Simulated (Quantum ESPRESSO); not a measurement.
Set up this calculation in Quantum ESPRESSO 7.5, as the native input.

| Property | Result |
| --- | --- |
| Task | single point |
| Functional | PBE |
| Potentials or basis | SSSP 1.3 efficiency PBE |
| Cutoff | 748 eV |
| Density cutoff | 5987 eV |
| k mesh | 8 × 8 × 5 |
| Occupations | fermi-dirac, width 0.05 eV |
| Spin | no spin polarisation |
| Mixing beta | 0.5 |
| Most SCF iterations | 120 |
| SCF threshold | 4e-10 Ry |

Na:

```
Na
1.0
    -1.88829    1.88829    2.63728
    -1.88829   -1.88829    2.63728
     3.77658    0.00000    5.27455
Na
2
Direct
  0.99124 0.91413 0.01694
  0.50876 0.58587 0.48306
```

These files were run (other wordings do the same):

pw.in

```
&CONTROL
  calculation = 'scf'
  prefix = 'pwscf'
  outdir = './tmp'
  pseudo_dir = './pseudo'
  tprnfor = .true.
  tstress = .true.
  disk_io = 'nowf'
/
&SYSTEM
  ibrav = 0
  nat = 2
  ntyp = 1
  ecutwfc = 55
  ecutrho = 440
  nbnd = 15
  occupations = 'smearing'
  smearing = 'fd'
  degauss = 0.00367493
/
&ELECTRONS
  conv_thr = 4d-10
  electron_maxstep = 120
  mixing_beta = 0.5
/
ATOMIC_SPECIES
Na    22.9898 na_pbe_v1.5.uspp.F.UPF
CELL_PARAMETERS angstrom
  -1.8882910800    1.8882910800    2.6372766800
  -1.8882910800   -1.8882910800    2.6372766800
   3.7765821600    0.0000000000    5.2745533600
ATOMIC_POSITIONS crystal
Na     0.9912367700    0.9141348700    0.0169429900
Na     0.5087632300    0.5858651300    0.4830570100
K_POINTS automatic
8 8 5 0 0 0
```

Potentials or basis: SSSP 1.3 efficiency PBE.

The run is started by

```console
$ OMP_NUM_THREADS=1 pw.x -in pw.in > pw.out
```

It gave:

```yaml
Pressure: 0.0 GPa
Largest_force: 0.184 eV/Å
Band_gap_on_the_k_mesh: none (metal or under the smearing width)
```

It took 2 min on 1 thread of Intel(R) Xeon(R) Platinum 8259CL CPU @ 2.50GHz (Skylake/Cascade Lake), on a shared host, peak memory 0.34 GiB.
